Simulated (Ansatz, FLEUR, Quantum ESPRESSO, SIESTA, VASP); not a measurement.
# Te2Mo: 5 runs at one level of theory

```
Te Mo
1.0
     3.51820    0.00000    0.00000
    -1.75910    3.04685    0.00000
     0.00000    0.00000   13.97360
Te Mo
4 2
Cartesian
  1.7591 1.0156 5.2960
  0.0000 2.0312 12.2828
  1.7591 1.0156 1.6908
  0.0000 2.0312 8.6776
  1.7591 1.0156 10.4802
  0.0000 2.0312 3.4934
```

Alike in all runs: task band structure; functional LDA; k mesh 9 × 9 × 2; occupations fermi-dirac, width 0.05 eV; no spin polarisation; no spin-orbit coupling. LDA stands for any of its common fits. Pressure is positive in compression and, in plane waves, holds the error of the finite cutoff. Gaps are the smaller of the mesh's and the band path's.

```csv
program and potentials,plane-wave cutoff (eV),notes,band gap (eV),pressure (GPa),largest force (eV/Å)
"Ansatz, all-electron LAPW, scalar-relativistic",-,-,0.68,-2.99,0.289
"Quantum ESPRESSO, GBRV 1.5 LDA",612,8.67 valence electrons an atom on average,0.65,-2.06,0.139
"FLEUR, all-electron, FLAPW",-,-,?,-,-
"VASP, LDA PAW files Mo_sv, Te, 520 eV",520,8.67 valence electrons an atom on average,0.67,-2.80,0.240
"SIESTA, files PseudoDojo sr-lda-0.4.1-standard, DZP (energy shift 0.003 Ry; two zetas on semicore shells)",-,atomic basis; 15.33 valence electrons an atom on average,0.70,-0.17,0.179
```

Q: Estimate from the other rows what the run with FLEUR, all-electron, FLAPW gave.

A: Band gap 0.71 eV. The other rows, which needn't bracket it: band gap 0.65 to 0.70; pressure -2.99 to -0.17; largest force 0.139 to 0.289.
